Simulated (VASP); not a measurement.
## InSe monolayer under biaxial strain

How do the gap and the band positions of InSe monolayer follow biaxial strain?

Method: PBE with D3(BJ); plane waves and PAW (In, Se), in the first sound run; inputs show where later runs differ, in VASP 6.6.1.

### 1. Set-up

The cell holds 4 atoms: 2 In and 2 Se. Its edges and angles: a = 4.090 Å, b = 4.090 Å, c = 22.000 Å, α = 90.0°, β = 90.0°, γ = 120.0°. Vacuum lies along c.

Coordinates:

```xyz
4
Lattice="4.0900 0.0000 0.0000 -2.0450 3.5420 0.0000 0.0000 0.0000 22.0000" Properties=species:S:1:pos:R:3
In    0.0000    2.3614    9.5850
In    0.0000    2.3614   12.4150
Se    2.0450    1.1807    8.3050
Se    2.0450    1.1807   13.6950
```

### 2. Relaxing the monolayer

The sheet's cell relaxes in its plane with the atoms, while the vacuum is kept.

Contents of INCAR:

```
SYSTEM = InSe
PREC = Normal
ENCUT = 350
EDIFF = 1E-06
NELM = 120
ISMEAR = 0
SIGMA = 0.03
LREAL = .FALSE.
ALGO = Normal
GGA = PE
IVDW = 12
NBANDS = 15
LORBIT = 11
LWAVE = .FALSE.
LCHARG = .FALSE.
KPAR = 4
IBRION = 2
NSW = 50
ISIF = 3
EDIFFG = -0.015
POTIM = 0.4
IDIPOL = 3
LDIPOL = .TRUE.
DIPOL = 0.5 0.5 0.5
LATTICE_CONSTRAINTS = .TRUE. .TRUE. .FALSE.
```

Contents of POSCAR:

```
InSe
1.0
    4.0900000000      0.0000000000      0.0000000000
   -2.0450000000      3.5420439015      0.0000000000
    0.0000000000      0.0000000000     22.0000000000
In Se
2 2
Direct
    0.3333333333      0.6666666667      0.4356818182
    0.3333333333      0.6666666667      0.5643181818
    0.6666666667      0.3333333333      0.3775000000
    0.6666666667      0.3333333333      0.6225000000
```

Contents of KPOINTS:

```
Automatic mesh
0
Gamma
9 9 1
0 0 0
```

The projector-augmented-wave data sets are In and Se (PBE family, release 64).

On the command line:

```console
mpirun -np 4 vasp_std
```

What it wrote:

```text
[banner, memory and clock lines left out]
running    4 mpi-ranks, on    1 nodes
 distrk:  each k-point on    1 cores,    4 groups
 distr:  one band on    1 cores,    1 groups

 POSCAR found type information on POSCAR InSe
 POSCAR found :  2 types and       4 ions
 LDA part: xc-table for (Slater+PW92), standard interpolation
 POSCAR, INCAR and KPOINTS ok, starting setup
 FFT: planning ... GRIDC
 FFT: planning ... GRID_SOFT
 FFT: planning ... GRID
 WAVECAR not read
 entering main loop
       N       E                     dE             d eps       ncg     rms          rms(c)
DAV:   1     0.100587511195E+03    0.10059E+03   -0.43515E+03   360   0.605E+02
DAV:   2    -0.568056578943E+00   -0.10116E+03   -0.97099E+02   524   0.126E+02
DAV:   3    -0.143349344395E+02   -0.13767E+02   -0.13626E+02   479   0.541E+01
DAV:   4    -0.147171116346E+02   -0.38218E+00   -0.38144E+00   459   0.110E+01
DAV:   5    -0.147249627696E+02   -0.78511E-02   -0.78500E-02   508   0.144E+00    0.633E+00
DAV:   6    -0.142673932367E+02    0.45757E+00   -0.69489E-01   465   0.411E+00    0.385E+00
DAV:   7    -0.142179496276E+02    0.49444E-01   -0.34416E-01   416   0.255E+00    0.893E-01
DAV:   8    -0.142115244612E+02    0.64252E-02   -0.27506E-02   493   0.912E-01    0.354E-01
DAV:   9    -0.142118463632E+02   -0.32190E-03   -0.49673E-03   472   0.431E-01    0.104E-01
DAV:  10    -0.142119554238E+02   -0.10906E-03   -0.28511E-04   554   0.824E-02    0.643E-02
DAV:  11    -0.142120364798E+02   -0.81056E-04   -0.14158E-04   402   0.657E-02    0.331E-02
DAV:  12    -0.142120525097E+02   -0.16030E-04   -0.73461E-06   472   0.142E-02    0.107E-02
DAV:  13    -0.142121140018E+02   -0.61492E-04   -0.22322E-05   444   0.200E-02    0.550E-03
DAV:  14    -0.142121282893E+02   -0.14288E-04   -0.11636E-06   383   0.490E-03    0.740E-03
DAV:  15    -0.142121680271E+02   -0.39738E-04   -0.87789E-06   430   0.106E-02    0.354E-03
DAV:  16    -0.142121715719E+02   -0.35448E-05   -0.69041E-07   411   0.384E-03    0.207E-03
DAV:  17    -0.142121788290E+02   -0.72571E-05   -0.43940E-07   348   0.280E-03    0.830E-04
DAV:  18    -0.142121827003E+02   -0.38713E-05   -0.16387E-07   369   0.161E-03    0.486E-04
DAV:  19    -0.142121900789E+02   -0.73785E-05   -0.27554E-07   292   0.148E-03    0.503E-04
DAV:  20    -0.142121929857E+02   -0.29068E-05   -0.10416E-07   348   0.839E-04    0.424E-04
DAV:  21    -0.142121939682E+02   -0.98254E-06   -0.37630E-08   334   0.586E-04
   1 F= -.15067231E+02 E0= -.15067231E+02  d E =-.150672E+02
 curvature:   0.00 expect dE= 0.000E+00 dE for cont linesearch  0.000E+00
 trial: gam= 0.00000 g(F)=  0.193E-02 g(S)=  0.128E-01 ort = 0.000E+00 (trialstep = 0.100E+01)
 search vector abs. value=  0.148E-01
 bond charge predicted
       N       E                     dE             d eps       ncg     rms          rms(c)
DAV:   1    -0.142204961336E+02   -0.83031E-02   -0.34720E-01   388   0.304E+00    0.632E-01
DAV:   2    -0.142085361535E+02    0.11960E-01   -0.21140E-02   493   0.825E-01    0.250E-01
DAV:   3    -0.142065344973E+02    0.20017E-02   -0.99544E-03   402   0.456E-01    0.903E-02
DAV:   4    -0.142063067130E+02    0.22778E-03   -0.28690E-04   453   0.110E-01    0.650E-02
DAV:   5    -0.142062141193E+02    0.92594E-04   -0.27203E-04   444   0.832E-02    0.357E-02
DAV:   6    -0.142062174654E+02   -0.33460E-05   -0.28475E-05   486   0.250E-02    0.207E-02
DAV:   7    -0.142062176659E+02   -0.20049E-06   -0.58837E-06   458   0.134E-02
   2 F= -.15077153E+02 E0= -.15077153E+02  d E =-.992215E-02
[...]
3 F= -.15078318E+02 E0= -.15078318E+02  d E =-.110872E-01
[...]
4 F= -.15081449E+02 E0= -.15081449E+02  d E =-.313130E-02
 trial-energy change:   -0.003131  1 .order   -0.003142   -0.005362   -0.000923
 step:   1.3177(harm=  1.3134)  dis= 0.01351  next Energy=   -15.081547 (dE=-0.323E-02)
 bond charge predicted
       N       E                     dE             d eps       ncg     rms          rms(c)
DAV:   1    -0.141997822163E+02    0.54764E-03   -0.21953E-03   402   0.249E-01    0.273E-02
DAV:   2    -0.141997687672E+02    0.13449E-04   -0.12903E-04   458   0.597E-02    0.122E-02
DAV:   3    -0.141997601296E+02    0.86376E-05   -0.14469E-05   458   0.188E-02    0.584E-03
DAV:   4    -0.141997587463E+02    0.13832E-05   -0.24466E-06   436   0.809E-03    0.375E-03
DAV:   5    -0.141997590893E+02   -0.34292E-06   -0.53375E-07   341   0.352E-03
   5 F= -.15081540E+02 E0= -.15081540E+02  d E =-.322232E-02
 curvature:  -0.84 expect dE=-0.145E-04 dE for cont linesearch -0.198E-06
 trial: gam= 0.03538 g(F)=  0.178E-05 g(S)=  0.154E-04 ort =-0.386E-04 (trialstep = 0.113E+01)
 search vector abs. value=  0.224E-04
 reached required accuracy - stopping structural energy minimisation
```

The job ended after 45 s (4 MPI ranks of AMD EPYC 7571, shared host; peak memory 0.82 GiB).

Lines that name or quote the potential files are left out of all logs, and their timing lines are given in words.

From OUTCAR (step 2):

```text
ion  position               nearest neighbor table
   1  0.333  0.667  0.436-   3 2.69   3 2.69   3 2.69   2 2.83
   2  0.333  0.667  0.564-   4 2.69   4 2.69   4 2.69   1 2.83
   3  0.667  0.333  0.377-   1 2.69   1 2.69   1 2.69
   4  0.667  0.333  0.623-   2 2.69   2 2.69   2 2.69

  LATTYP: Found a hexagonal cell.
 ALAT       =     4.0900000000
 C/A-ratio  =     5.3789731051

 Subroutine GETGRP returns: Found 12 space group operations
 (whereof 12 operations were pure point group operations)

The static configuration has the point symmetry D_3h.

 Found     12 irreducible k-points:

   k-points           NKPTS =     12   k-points in BZ     NKDIM =     12   number of bands    NBANDS=     15

   dimension x,y,z NGX =    20 NGY =   20 NGZ =  108
   dimension x,y,z NGXF=    40 NGYF=   40 NGZF=  216

   ENCUT  =  350.0 eV  25.72 Ry    5.07 a.u.   6.24  6.24 33.56*2*pi/ulx,y,z

   NELECT =      18.0000    total number of electrons

 k-points in reciprocal lattice and weights: Automatic mesh
   0.00000000  0.00000000  0.00000000       0.012
   0.11111111  0.00000000  0.00000000       0.074
   0.22222222  0.00000000  0.00000000       0.074
   0.33333333  0.00000000  0.00000000       0.074
   0.44444444  0.00000000  0.00000000       0.074
   0.11111111  0.11111111  0.00000000       0.074
   0.22222222  0.11111111  0.00000000       0.148
   0.33333333  0.11111111  0.00000000       0.148
   0.44444444  0.11111111  0.00000000       0.074
   0.22222222  0.22222222  0.00000000       0.074
   0.33333333  0.22222222  0.00000000       0.148
   0.33333333  0.33333333  0.00000000       0.025

 Edisp (eV)   -0.88112

 dipolmoment           0.000000      0.000000      0.000000 electrons x Angstroem

 average (electrostatic) potential at core
       1 -44.7515       2 -44.7515       3 -60.2460       4 -60.2460

 E-fermi :  -2.8006

 k-point     1 :       0.0000    0.0000    0.0000
  band No.  band energies     occupation
    ...
      5      -3.3728      2.00000
      6      -3.3728      2.00000
      7      -3.3003      2.00000
      8      -3.3003      2.00000
      9      -3.0024      2.00000
     10      -1.3034      0.00000
     11      -0.0825      0.00000
     12       2.1356      0.00000
     13       2.1356      0.00000
     14       2.6525      0.00000
    ...

 k-point     2 :       0.1111    0.0000    0.0000
  band No.  band energies     occupation
    ...
      5      -4.0257      2.00000
      6      -3.9121      2.00000
      7      -3.5188      2.00000
      8      -3.4295      2.00000
      9      -2.9406      2.00000
     10      -0.7421      0.00000
     11       0.5023      0.00000
     12       1.5193      0.00000
     13       2.2424      0.00000
     14       2.6911      0.00000
    ...

 k-point     3 :       0.2222    0.0000    0.0000
  band No.  band energies     occupation
    ...
      5      -5.0079      2.00000
      6      -4.5598      2.00000
      7      -3.8496      2.00000
      8      -3.7258      2.00000
      9      -2.9700      2.00000
     10      -0.1948      0.00000
     11       0.1903      0.00000
     12       1.8076      0.00000
     13       2.0831      0.00000
     14       2.3804      0.00000
    ...

 Edisp (eV)   -0.88178

  Total      -0.02827    -0.02827    -0.00503     0.00000     0.00000     0.00000
  in kB      -0.14583    -0.14583    -0.02596     0.00000     0.00000     0.00000
  external pressure =       -0.11 kB  Pullay stress =        0.00 kB

  energy-cutoff  :      350.00
  volume of cell :      310.62
      direct lattice vectors                 reciprocal lattice vectors
     4.037720448  0.000000000  0.000000000     0.247664496  0.142989163  0.000000000
    -2.018860224  3.496768481  0.000000000     0.000000000  0.285978327  0.000000000
     0.000000000  0.000000000 22.000000000     0.000000000  0.000000000  0.045454545

 POSITION                                       TOTAL-FORCE (eV/Angst)
 -----------------------------------------------------------------------------------
     -0.00000      2.33118      9.60709         0.000000     -0.000000     -0.004744
     -0.00000      2.33118     12.39291         0.000000     -0.000000      0.004744
      2.01886      1.16559      8.30227        -0.000000      0.000000      0.000734
      2.01886      1.16559     13.69773        -0.000000      0.000000     -0.000734
 -----------------------------------------------------------------------------------
    total drift:                                0.000002     -0.000001      0.000000

  FREE ENERGIE OF THE ION-ELECTRON SYSTEM (eV)
  ---------------------------------------------------
  free  energy   TOTEN  =       -15.0815401533 eV

  energy  without entropy=      -15.0815401533  energy(sigma->0) =      -15.08154015

 reached required accuracy - stopping structural energy minimisation

 vacuum level on the upper side and lower side of the slab         2.929         2.929

 total charge
# of ion       s       p       d       tot
------------------------------------------
    1        1.213   1.254   0.175   2.642
    2        1.213   1.254   0.175   2.642
    3        1.473   2.328   0.018   3.819
    4        1.473   2.328   0.018   3.819
--------------------------------------------------
tot          5.372   7.164   0.386  12.922

[... 3 further parts left out ...]
```

CONTCAR:

```
InSe
   1.00000000000000
     4.0377204480389146    0.0000000000000000    0.0000000000000000
    -2.0188602240194573    3.4967684814024005    0.0000000000000000
     0.0000000000000000    0.0000000000000000   22.0000000000000000
  In              Se
     2     2
Direct
     0.3333333332999970    0.6666666667000030    0.4366860627536595
     0.3333333332999970    0.6666666667000030    0.5633139372463406
     0.6666666667000030    0.3333333332999970    0.3773759262295869
     0.6666666667000030    0.3333333332999970    0.6226240737704132
```

The gap is read on the k-mesh alone, so it is an upper bound where the band edges lie off the mesh. The data set In keeps the semicore shell frozen, which is cheaper and a little less accurate. The run keeps the 12 symmetry operations of its start, so it cannot find a distortion of lower symmetry.

Relaxation path:

| step | energy less that of the first step (eV) | largest force (eV/Å) | pressure (GPa) | volume (Å³) |
| --- | --- | --- | --- | --- |
| 1 | 0.0000 | 0.1547 | -0.38 | 318.71 |
| 2 | -0.0099 | 0.1991 | -0.10 | 313.72 |
| 3 | -0.0111 | 0.2207 | 0.02 | 311.54 |
| 4 | -0.0142 | 0.0355 | 0.00 | 310.78 |
| 5 | -0.0143 | 0.0047 | -0.01 | 310.62 |

| cell as run | before | after | change |
| --- | --- | --- | --- |
| a (Å) | 4.090 | 4.038 | -1.3 % |
| b (Å) | 4.090 | 4.038 | -1.3 % |

The atoms that moved most (Å, along periodic axes as changes of fractional coordinates times the final cell, across vacuum about the mean position):

| atom | dx | dy | dz | length |
| --- | --- | --- | --- | --- |
| In1 | 0.000 | 0.000 | 0.022 | 0.022 |
| In2 | 0.000 | 0.000 | -0.022 | 0.022 |

Final coordinates:

```
In Se
1.0
     4.03772    0.00000    0.00000
    -2.01886    3.49677    0.00000
     0.00000    0.00000   22.00000
In Se
2 2
Direct
  0.33333 0.66667 0.43669
  0.33333 0.66667 0.56331
  0.66667 0.33333 0.37738
  0.66667 0.33333 0.62262
```

This step gave:

| Property | Result |
| --- | --- |
| electronic cycles | 45 |
| electrons | 18 |
| free energy (TOTEN) | -15.08 eV |
| Fermi energy | -2.801 eV |
| metallic | no |
| dipole moment | 0, 0, 0 e·Å |
| gap on the k-mesh | 1.633 eV |
| least direct gap on the k-mesh | 1.699 eV |

The run ended after 5 ionic steps, 0.014 eV below its first step, once forces and stress met EDIFFG = -0.015.

### 3. A second relaxation

The plane waves were chosen for the start cell, so the relaxation is repeated from its end.

INCAR: that of step 2 with these lines changed.

```diff
@@ -17,3 +17,3 @@
 IBRION = 2
-NSW = 50
+NSW = 30
 ISIF = 3
```

Contents of POSCAR:

```
InSe
1.0
    4.0377204480      0.0000000000      0.0000000000
   -2.0188602240      3.4967684814      0.0000000000
    0.0000000000      0.0000000000     22.0000000000
In Se
2 2
Direct
    0.3333333333      0.6666666667      0.4366860628
    0.3333333333      0.6666666667      0.5633139372
    0.6666666667      0.3333333333      0.3773759262
    0.6666666667      0.3333333333      0.6226240738
```

KPOINTS is that of step 2.

On the command line:

```console
mpirun -np 4 vasp_std
```

What it wrote:

```text
[... set-up lines as in an earlier step ...]
 entering main loop
       N       E                     dE             d eps       ncg     rms          rms(c)
DAV:   1     0.974795637640E+02    0.97480E+02   -0.44165E+03   360   0.607E+02
DAV:   2    -0.162986023137E+01   -0.99109E+02   -0.94125E+02   559   0.127E+02
DAV:   3    -0.143736338318E+02   -0.12744E+02   -0.12618E+02   451   0.531E+01
DAV:   4    -0.147054886241E+02   -0.33185E+00   -0.33103E+00   479   0.103E+01
DAV:   5    -0.147125622924E+02   -0.70737E-02   -0.70723E-02   480   0.139E+00    0.654E+00
DAV:   6    -0.142598182797E+02    0.45274E+00   -0.66635E-01   458   0.407E+00    0.398E+00
DAV:   7    -0.142057509448E+02    0.54067E-01   -0.34832E-01   437   0.259E+00    0.863E-01
DAV:   8    -0.141989068318E+02    0.68441E-02   -0.27607E-02   486   0.924E-01    0.361E-01
DAV:   9    -0.141991127629E+02   -0.20593E-03   -0.50900E-03   479   0.431E-01    0.103E-01
DAV:  10    -0.141991821640E+02   -0.69401E-04   -0.26867E-04   569   0.774E-02    0.688E-02
DAV:  11    -0.141992449232E+02   -0.62759E-04   -0.15626E-04   451   0.671E-02    0.364E-02
DAV:  12    -0.141992622996E+02   -0.17376E-04   -0.68214E-06   444   0.142E-02    0.992E-03
DAV:  13    -0.141993298860E+02   -0.67586E-04   -0.24804E-05   444   0.202E-02    0.558E-03
DAV:  14    -0.141993490756E+02   -0.19190E-04   -0.19515E-06   440   0.559E-03    0.783E-03
DAV:  15    -0.141993888718E+02   -0.39796E-04   -0.88208E-06   437   0.105E-02    0.280E-03
DAV:  16    -0.141993934689E+02   -0.45971E-05   -0.45224E-07   425   0.308E-03    0.194E-03
DAV:  17    -0.141994010947E+02   -0.76258E-05   -0.61727E-07   355   0.296E-03    0.786E-04
DAV:  18    -0.141994056521E+02   -0.45574E-05   -0.17055E-07   369   0.179E-03    0.652E-04
DAV:  19    -0.141994135923E+02   -0.79402E-05   -0.35854E-07   299   0.172E-03    0.469E-04
DAV:  20    -0.141994157914E+02   -0.21991E-05   -0.73998E-08   369   0.789E-04    0.414E-04
DAV:  21    -0.141994168600E+02   -0.10686E-05   -0.43884E-08   327   0.586E-04    0.175E-04
DAV:  22    -0.141994171144E+02   -0.25442E-06   -0.77584E-09   362   0.292E-04
   1 F= -.15081198E+02 E0= -.15081198E+02  d E =-.150812E+02
 curvature:   0.00 expect dE= 0.000E+00 dE for cont linesearch  0.000E+00
 trial: gam= 0.00000 g(F)=  0.195E-05 g(S)=  0.122E-04 ort = 0.000E+00 (trialstep = 0.100E+01)
 search vector abs. value=  0.142E-04
 reached required accuracy - stopping structural energy minimisation
```

The job ended after 17 s (4 MPI ranks; peak memory 0.73 GiB).

OUTCAR, selected parts (step 3):

```text
  LATTYP: Found a hexagonal cell.
 ALAT       =     4.0377204480
 C/A-ratio  =     5.4486189134

The static configuration has the point symmetry D_3h.

 Found     12 irreducible k-points:

   dimension x,y,z NGX =    18 NGY =   18 NGZ =  108
   dimension x,y,z NGXF=    36 NGYF=   36 NGZF=  216

   ENCUT  =  350.0 eV  25.72 Ry    5.07 a.u.   6.16  6.16 33.56*2*pi/ulx,y,z

   NELECT =      18.0000    total number of electrons

 dipolmoment           0.000000      0.000000     -0.000000 electrons x Angstroem

 E-fermi :  -2.7994

 k-point     1 :       0.0000    0.0000    0.0000
  band No.  band energies     occupation
    ...
      5      -3.3717      2.00000
      6      -3.3717      2.00000
      7      -3.2993      2.00000
      8      -3.2993      2.00000
      9      -3.0015      2.00000
     10      -1.3024      0.00000
     11      -0.0815      0.00000
     12       2.1366      0.00000
     13       2.1366      0.00000
     14       2.6892      0.00000
    ...

 k-point     2 :       0.1111    0.0000    0.0000
  band No.  band energies     occupation
    ...
      5      -4.0246      2.00000
      6      -3.9111      2.00000
      7      -3.5177      2.00000
      8      -3.4284      2.00000
      9      -2.9397      2.00000
     10      -0.7411      0.00000
     11       0.5034      0.00000
     12       1.5204      0.00000
     13       2.2434      0.00000
     14       2.6986      0.00000
    ...

 Edisp (eV)   -0.88178

  Total      -0.02514    -0.02514    -0.00531     0.00000     0.00000     0.00000
  in kB      -0.12968    -0.12968    -0.02740     0.00000     0.00000     0.00000
  external pressure =       -0.10 kB  Pullay stress =        0.00 kB

 POSITION                                       TOTAL-FORCE (eV/Angst)
 -----------------------------------------------------------------------------------
     -0.00000      2.33118      9.60709         0.000000      0.000000     -0.004971
     -0.00000      2.33118     12.39291         0.000000      0.000000      0.004971
      2.01886      1.16559      8.30227        -0.000000      0.000000      0.000773
      2.01886      1.16559     13.69773        -0.000000     -0.000000     -0.000773
 -----------------------------------------------------------------------------------
    total drift:                                0.000003     -0.000002      0.000000

  FREE ENERGIE OF THE ION-ELECTRON SYSTEM (eV)
  ---------------------------------------------------
  free  energy   TOTEN  =       -15.0811981785 eV

  energy  without entropy=      -15.0811981785  energy(sigma->0) =      -15.08119818

 vacuum level on the upper side and lower side of the slab         3.029         3.029

 total charge
# of ion       s       p       d       tot
------------------------------------------
    1        1.213   1.254   0.175   2.642
    2        1.213   1.254   0.175   2.642
    3        1.473   2.328   0.018   3.819
    4        1.473   2.328   0.018   3.819
--------------------------------------------------
tot          5.372   7.164   0.386  12.921

[... 5 parts as in an earlier step ...]

[... 6 further parts left out ...]
```

CONTCAR:

```
InSe
   1.00000000000000
     4.0377204480000000    0.0000000000000000    0.0000000000000000
    -2.0188602240000000    3.4967684814000002    0.0000000000000000
     0.0000000000000000    0.0000000000000000   22.0000000000000000
  In              Se
     2     2
Direct
     0.3333333332999970    0.6666666667000030    0.4366860627999998
     0.3333333332999970    0.6666666667000030    0.5633139372000002
     0.6666666667000030    0.3333333332999970    0.3773759262000027
     0.6666666667000030    0.3333333332999970    0.6226240737999973
```

Little changed from the start: no atom moved by 0.005 Å and no cell edge by 0.1 %.

Numbers from this step:

* electronic cycles: 22
* Fermi energy: -2.799 eV

The start already met the threshold, so nothing moved.

(Part 1 of 7 ends here.)

[Lines on the potential files, build, host, timing and source positions are cut from VASP's logs without a mark.]

[Logs are printed without paths, hosts, clocks, repeated set-up lines and the standing remarks that a program may print on its own settings, such as how far it seeks lower states.]

[Hosts, paths, dates, database ids (printed as entryN), source tags and the programs' standing remarks are cut or masked in the printed files.]

[Runs that stopped without an error message from VASP are left out.]
